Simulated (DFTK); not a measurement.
Set up this calculation in DFTK 0.8.2, as the native input.

```
Task                         : single point
Functional                   : PBE
Potentials or basis          : dojo.nc.sr.pbe.v0_4_1.standard.upf (PBE)
Cutoff                       : 1170 eV
k mesh                       : 8 × 8 × 8
Occupations                  : fermi-dirac, width 0.05 eV
Spin                         : no spin polarisation
Valence electrons            : Se 16, Sn 14
SCF tolerance on the density : 1e-06
```

The system is SnSe.

```
Sn Se
1.0
     0.00000    3.01000    3.01000
     3.01000    0.00000    3.01000
     3.01000    3.01000    0.00000
Sn Se
1 1
Direct
  0.00000 0.00000 0.00000
  0.50000 0.50000 0.50000
```

Measurements of this composition are mostly on another form, of space group No. 62.

The input as run:

run.jl

```julia
using DFTK
using PseudoPotentialData
using Unitful, UnitfulAtomic
using LinearAlgebra, Printf
include("save.jl")
disable_threading()

# lattice vectors are the columns
lattice = austrip(1u"Å") * [           0.0           3.01           3.01;
                     3.01            0.0           3.01;
                     3.01           3.01            0.0]
symbols   = [:Sn, :Se]
positions = [[0.0, 0.0, 0.0],
             [0.5, 0.5, 0.5]]
pseudopotentials = PseudoFamily("dojo.nc.sr.pbe.v0_4_1.standard.upf")
elements = Dict(s => ElementPsp(s, pseudopotentials) for s in unique(symbols))
atoms    = [elements[s] for s in symbols]

build_model(lattice, positions; symmetries=true) =
    model_DFT(lattice, atoms, positions;
              functionals=PBE(),
              temperature=austrip(0.05u"eV"),
              smearing=Smearing.FermiDirac(),
              symmetries)
Ecut  = 43.0  # hartree
kgrid = [8, 8, 8]
tol   = 1e-6
to_GPa = ustrip(uconvert(u"GPa", 1u"hartree/bohr^3"))

model = build_model(lattice, positions)
basis = PlaneWaveBasis(model; Ecut, kgrid)
display(basis)
scfres = self_consistent_field(basis;
                               tol,
                               nbandsalg=AdaptiveBands(model; n_bands_converge=20))
display(scfres.energies)
@printf "Fermi level: %.6f eV\n" ustrip(auconvert(u"eV", something(scfres.εF, NaN)))
forces = compute_forces_cart(scfres)
println("Forces (eV/Å)")
for (s, f) in zip(symbols, forces)
    @printf "%-3s %12.6f %12.6f %12.6f\n" s ustrip.(auconvert.(u"eV/Å", f))...
end
stress = compute_stresses_cart(scfres)
println("Stress (GPa)")
display(round.(stress * to_GPa; digits=4))
println("Levels at the first k-point (eV): ", round.(ustrip.(auconvert.(u"eV", scfres.eigenvalues[1][1:scfres.n_bands_converge])); digits=4))
save_scf!(scfres; forces, stress)
```

Potentials or basis: dojo.nc.sr.pbe.v0_4_1.standard.upf (PBE).

The run is started by

```bash
$ julia --threads=1 run.jl  # save.jl only writes the numbers to a file and isn't shown; printed stress counts tension as positive; times include loading and compiling
```

Results of the run:

| Item | Value |
| --- | --- |
| Pressure | 0.9 GPa |
| Band gap on the k mesh | 0.58 eV, direct |

Caveat: spin-orbit coupling is left out, which moves the levels of the heavy elements.

Wall time 2.4 min on 1 thread of AMD EPYC 9R14 (Zen 4) (shared host), peak memory 1.8 GiB.
